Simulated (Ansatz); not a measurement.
# Phonons of SnTe (F-43m) against volume, part 2 of 2

Wanted: mode Grüneisen parameters of SnTe (F-43m).

Ansatz 0.2.0; DFT PBEsol, scalar-relativistic, plane waves, PAW; PAW set soft_1.

So far, highest frequency on the path or at a solved wavevector (cm⁻¹): step 2 (response at finite wavevector) 120.

## Step 4: Phonons at the other volume, volume ratio 0.97

The phonons are repeated at this volume on the same k and q meshes.

Input file input.yaml:

```yaml
crystal:
  lattice:
    - [0.0, 3.5059188713, 3.5059188713]
    - [3.5059188713, 0.0, 3.5059188713]
    - [3.5059188713, 3.5059188713, 0.0]
  atoms:
    - { symbol: Sn, position: [0.0, 0.0, 0.0] }
    - { symbol: Te, position: [0.75, 0.75, 0.75] }
kpoints:
  mp_grid: { grid: [12, 12, 12] }
hamiltonian:
  xc: pbesol
  pseudopotentials: { kind: paw, azcp: { folder: soft_1 }, xc_functional: pbe }
scf:
  occupations: { method: methfessel_paxton, width: 0.2 }
output:
  eigenvalues: true
phonons:
  method: dfpt
  qmesh: [4, 4, 4]
  temperatures: { t_max: 1000, t_step: 50 }
  qpath:
    path:
      - [[0.0, 0.0, 0.0], [-0.5, -0.5, 0.0], [-0.375, -0.375, 0.25]]
      - [[-0.375, 0.0, 0.375], [0.0, 0.0, 0.0], [0.0, 0.0, 0.5], [-0.5, -0.25, 0.25], [-0.5, -0.5, 0.0]]
    npoints: 10
```

Command:

```bash
$ ansatz run input.yaml --threads 4 --pin off --max-ram 10240MiB --backend cpu --events-out ev --progress --plain --runs-dir out
```

Numbers of over 12 decimals in the logs are rounded to 6 here.

What it wrote:

```text
[...]
Crystal: 2 atoms, lattice volume = 86.186 Å³
Basis set: ecut = 420 eV, 1687 PW (Γ), exchange–correlation on 72×72×72 points (8 copies of the dense FFT grid, shifted against one another)
Bands: 19, of which v1, the nominal top of the filled ones, is band 15 counted from 1 (14 counted from 0)
Symmetry: 24 space group operations
k-points: 72 of 1728 (time reversal used)
[...]
SCF iter   1: F=—  HF=-12851.329810 eV  |F-HF|=—  |Δ(HF+E_count)|=         —  Δρ=1.17e-2  dr2=2.01e-1  ethr=3.10e-3  ⟨swp⟩=6.8  Hψ=7337  notcnv=0
[...]
SCF iter  13: F=-12851.286414 eV  HF=-12851.286414 eV  |F-HF|=1.82e-12  |Δ(HF+E_count)|=  9.28e-11  S|Δr|=    0.00e0  Δρ=3.59e-8  dr2=9.40e-13  ethr=1.00e-12  ⟨swp⟩=7.9  Hψ=7207  notcnv=0
SCF 1 converged in 13 iterations: F = -12851.286414 eV  dr2 = 9.40e-13
[...]
SCF iter   6: F=-12851.286414 eV  HF=-12851.286414 eV  |F-HF|=9.09e-12  |Δ(HF+E_count)|=  1.82e-11  S|Δr|=    0.00e0  Δρ=9.71e-8  dr2=5.26e-12  ethr=1.00e-12  ⟨swp⟩=4.5  Hψ=4140  notcnv=0
SCF 2 converged in 6 iterations: F = -12851.286414 eV  dr2 = 5.26e-12
[...]
NSCF: frozen V_eff on 72 k-points
[...]
SCF converged after 13 iterations
[...]
Free energy (F): -12851.286414 eV
[...]
Internal energy: -12851.286172 eV  (E = F + TS)
E sigma→0 (E₀):  -12851.286354 eV
Entropy (-TS):   -0.000242 eV (-0.121 meV/atom)
Fermi energy:    5.828279 eV
[...]
--- Band table (eV; the first three rows and the last of 72) ---
  k-point 0: bands = [... 11 lower, 0.8502, 3.6744, 3.6744, 3.6744, 6.7441, 6.7441, 6.7441, 9.7650]
  k-point 1: bands = [... 11 lower, 0.6424, 3.6215, 3.6215, 3.7554, 6.7904, 6.8306, 6.8306, 10.0243]
  k-point 2: bands = [... 11 lower, 0.1499, 3.4900, 3.4900, 3.8566, 7.0431, 7.0455, 7.0455, 10.6265]
  k-point 71: bands = [... 11 lower, -1.8236, 2.0155, 2.1149, 5.9657, 7.2275, 7.9622, 8.9369, 11.2504]
[...]
ASR residual: 3.916e-5 → 0.000e0 eV/Å²; symmetrization residual: 2.019e-5 eV/Å²
  ASR residual per site (eV/Å²): 2.55e-5 3.92e-5
  Γ frequencies (cm⁻¹): 0.00 0.00 0.00 113.54 113.54 113.54
--- Phonons (arbitrary-q DFPT): 8 irreducible q on the 4×4×4 mesh ---
[...]
interpolated dispersion: 62 rows × 6 modes
[...]
```

Wall time 6.5 min (4 threads of Intel Xeon 6975P-C (Granite Rapids), shared host); peak memory 5.8 GiB; 24 min of CPU time.

This step gave:

```
sum-rule residual before enforcement                    : 3.92e-5 eV/Å²
lowest frequency on the path                            : -41.32 cm⁻¹
highest frequency on the path or at a solved wavevector : 122.9 cm⁻¹
highest optical mode at the zone centre (no LO-TO term) : 113.5 cm⁻¹
lowest optical zone-centre mode                         : 113.5 cm⁻¹
lowest mode on the q mesh (acoustic modes at Γ apart)   : -41.17 cm⁻¹
```

Frequencies (cm⁻¹) solved at each irreducible wavevector; negative means imaginary. Frequencies by wavevector, by row:

```tsv
q in reciprocal lattice units	star	mode 1	mode 2	mode 3	mode 4	mode 5	mode 6
0 0 0	1	0	0	0	113.5	113.5	113.5
0 0 0.25	8	-18.8	-18.8	31.3	111.9	111.9	122
0 0 -0.5	4	-20.3	-20.3	57.9	111.2	111.2	121.1
0 0.25 0.25	6	-38.6	-38.6	54.4	102.9	102.9	118.9
0 0.25 -0.5	24	-31.9	-30.6	75.7	100.3	101	112.9
0 0.25 -0.25	12	-38.8	-21	61.6	104.7	108.1	114.8
0 -0.5 -0.5	3	-39.6	-39.6	85.5	85.5	88.6	89.4
0.25 -0.5 -0.25	6	-41.2	-20.3	90.2	90.8	96.7	103.7
```

The highest optical mode at the zone centre (no LO-TO term) is 113.5 cm⁻¹, +5.2 cm⁻¹ against the base run.

## Step 5: Relaxing at another volume, volume ratio 1.03

The volume is scaled by 1.03 and held; symmetry leaves nothing to relax, so this is a single point. The modes can then be followed against volume.

input.yaml, the sections that differ from step 4:

```yaml
crystal:
  lattice:
    - [0.0, 3.5767646027, 3.5767646027]
    - [3.5767646027, 0.0, 3.5767646027]
    - [3.5767646027, 3.5767646027, 0.0]
  atoms:
    - { symbol: Sn, position: [0.0, 0.0, 0.0] }
    - { symbol: Te, position: [0.75, 0.75, 0.75] }
output:
  forces: true
  stress: true
  eigenvalues: true
# kpoints, hamiltonian, scf: as in step 4
# phonons: removed
```

What it wrote:

```text
[...]
Crystal: 2 atoms, lattice volume = 91.517 Å³
Basis set: ecut = 420 eV, 1807 PW (Γ), exchange–correlation on 72×72×72 points (8 copies of the dense FFT grid, shifted against one another)
Bands: 19, of which v1, the nominal top of the filled ones, is band 15 counted from 1 (14 counted from 0)
Symmetry: 24 space group operations
[...]
k-points: 72 of 1728 (time reversal used)
[...]
P = ⅓ Tr σ = -0.7280 GPa (-7.280 kbar)
--- Band table (eV; the first three rows and the last of 72) ---
  k-point 0: bands = [... 11 lower, 0.0215, 3.1702, 3.1702, 3.1702, 6.1382, 6.1382, 6.1382, 9.1358]
  k-point 1: bands = [... 11 lower, -0.1433, 3.1218, 3.1218, 3.2230, 6.1791, 6.2182, 6.2182, 9.3783]
  k-point 2: bands = [... 11 lower, -0.5492, 3.0008, 3.0008, 3.2854, 6.4018, 6.4182, 6.4182, 9.9491]
  k-point 71: bands = [... 11 lower, -2.2812, 1.6462, 1.7384, 5.2301, 6.5074, 7.3512, 8.2696, 10.4610]
[key lines of the parts left out:]
SCF converged after 8 iterations
Free energy (F): -12851.287152 eV
Fermi energy:    5.194122 eV
```

It took 1.9 s on 4 threads; peak memory 0.5 GiB.

Numbers from this step:

```
pressure        : -0.7280 GPa
volume per atom : 45.76 Å³
```

The run ends at a pressure of -0.73 GPa.

## Step 6: Phonons at the other volume, volume ratio 1.03

The phonons are repeated at this volume on the same k and q meshes.

input.yaml: that of step 5 with these lines changed.

```diff
@@ -16,4 +16,11 @@
 output:
-  forces: true
-  stress: true
   eigenvalues: true
+phonons:
+  method: dfpt
+  qmesh: [4, 4, 4]
+  temperatures: { t_max: 1000, t_step: 50 }
+  qpath:
+    path:
+      - [[0.0, 0.0, 0.0], [-0.5, -0.5, 0.0], [-0.375, -0.375, 0.25]]
+      - [[-0.375, 0.0, 0.375], [0.0, 0.0, 0.0], [0.0, 0.0, 0.5], [-0.5, -0.25, 0.25], [-0.5, -0.5, 0.0]]
+    npoints: 10
```

What it wrote:

```text
[...]
Crystal: 2 atoms, lattice volume = 91.517 Å³
Basis set: ecut = 420 eV, 1807 PW (Γ), exchange–correlation on 72×72×72 points (8 copies of the dense FFT grid, shifted against one another)
Bands: 19, of which v1, the nominal top of the filled ones, is band 15 counted from 1 (14 counted from 0)
Symmetry: 24 space group operations
k-points: 72 of 1728 (time reversal used)
[...]
k-point 71: bands = [... 11 lower, -2.2812, 1.6462, 1.7384, 5.2302, 6.5074, 7.3513, 8.2696, 10.4611]
[...]
ASR residual: 3.075e-5 → 0.000e0 eV/Å²; symmetrization residual: 2.592e-5 eV/Å²
  ASR residual per site (eV/Å²): 3.08e-5 6.96e-6
  Γ frequencies (cm⁻¹): 0.00 0.00 0.00 103.67 103.67 103.67
--- Phonons (arbitrary-q DFPT): 8 irreducible q on the 4×4×4 mesh ---
[...]
interpolated dispersion: 62 rows × 6 modes
[...]
[key lines of the parts left out:]
SCF converged after 10 iterations
Free energy (F): -12851.287152 eV
Fermi energy:    5.194188 eV
```

Elapsed: 5.6 min, on 4 threads; peak memory 6.1 GiB; 21 min of CPU time.

Numbers from this step:

```
sum-rule residual before enforcement                    : 3.08e-5 eV/Å²
lowest frequency on the path                            : -33.73 cm⁻¹
highest frequency on the path or at a solved wavevector : 116.1 cm⁻¹
highest optical mode at the zone centre (no LO-TO term) : 103.7 cm⁻¹
lowest optical zone-centre mode                         : 103.7 cm⁻¹
lowest mode on the q mesh (acoustic modes at Γ apart)   : -32.88 cm⁻¹
```

The highest optical mode at the zone centre (no LO-TO term) is 103.7 cm⁻¹, -4.7 cm⁻¹ against the base run.

## Step 7: Grüneisen parameters

The Grüneisen parameter of a mode is minus the logarithmic change of its frequency with volume, −d ln ω / d ln V; weighted by heat capacity it gives the expansion.

Numbers from this step:

* bulk modulus: 26.1 GPa

Phonon branches along the path, in cm⁻¹:

```tsv
point	branch 1	branch 2	branch 3	branch 4	branch 5	branch 6
Γ	0	0	0	108	108	108
halfway	-35	-35	54	98	98	116
X	-36	-36	79	79	89	90
halfway	-33	-32	81	83	89	95
U	-29	-24	82	90	90	103
jump to K	-29	-24	82	90	90	103
halfway	-31	-11	45	103	106	115
Γ	0	0	0	108	108	108
halfway	-15	-15	34	107	107	119
L	-15	-15	60	106	106	116
halfway	-28	-15	74	96	100	111
W	-36	-8	83	89	91	101
halfway	-35	-23	81	86	90	97
X	-36	-36	79	79	89	90
```

The same for volume x 0.97:

```tsv
point	branch 1	branch 2	branch 3	branch 4	branch 5	branch 6
Γ	0	0	0	114	114	114
X	-40	-40	86	86	89	89
U	-35	-29	85	94	97	105
K	-35	-29	85	94	97	105
Γ	0	0	0	114	114	114
L	-20	-20	58	111	111	121
W	-41	-20	90	91	97	104
X	-40	-40	86	86	89	89
```

The same for volume x 1.03:

```tsv
point	branch 1	branch 2	branch 3	branch 4	branch 5	branch 6
Γ	0	0	0	104	104	104
X	-33	-33	74	74	88	91
U	-23	-18	77	84	87	100
K	-23	-18	77	84	87	100
Γ	0	0	0	104	104	104
L	-6	-6	62	100	100	112
W	-31	15	77	86	87	99
X	-33	-33	74	74	88	91
```

The first set of phonon branches as a text plot (rows in cm⁻¹):

```
    119 |    ***                           ********
    113 | ***   **           *********   **        ****
    106 |****     **      ***  **********************  **
     99 |    ***    *   **  ****                    **********
     92 |       *    ********                          * ********
     85 |        *********                              ******* *
     78 |         ******* **                           **    ****
     72 |        *          *                        **
     65 |       *            **                    **
     58 |                      *                ***
     51 |      *                              **
     44 |    **                 *
     37 |   *                    *           *
     31 |                         **        *
     24 |  *                               *
     17 |                           *    **
     10 | *                          *  *
      3 |*                            **
     -4 |                         ****  *
    -11 | *                    ***   *   ***           *****
    -17 |  *               ****     *       ***********     **
    -24 |   *            **       **                **        *
    -31 |    **        ***********                    ***      *
    -38 |      ********                                  ********
         Γ           X  U|K            Γ         L        W     X
```

## Step 8: Outcome

```yaml
bulk_modulus: 26.1 GPa
```

**Reading.** No expansion is given, because modes are imaginary at one volume or more. The highest optical mode at Γ goes from 114 to 104 cm⁻¹ as the cell grows, a Grüneisen parameter of 1.52. Branches are matched by rank, so values near crossings are rough. Where the functional closes the gap at Γ, the partly filled states at that one point of a Γ-centred mesh soften the zone-centre modes by up to a few per cent. With no gap, or one that is small against the smearing, the frequencies hang on the k mesh and the smearing, most of all near Kohn anomalies. A semilocal functional can close a gap that the real compound would have, so the metallic treatment may be an artefact of the level. Spin-orbit coupling is left out, which can matter for the heavy elements here. The PAW files were made for PBE and serve the other functionals too. A phonon run warned that its eigensolver left some bands unconverged in a pass.

[Logs are printed without paths, hosts, clocks, repeated set-up lines and the standing remarks that a program may print on its own settings, such as how far it seeks lower states.]

[Hosts, paths, dates, database ids (printed as entryN), source tags and the programs' standing remarks are cut or masked in the printed files.]
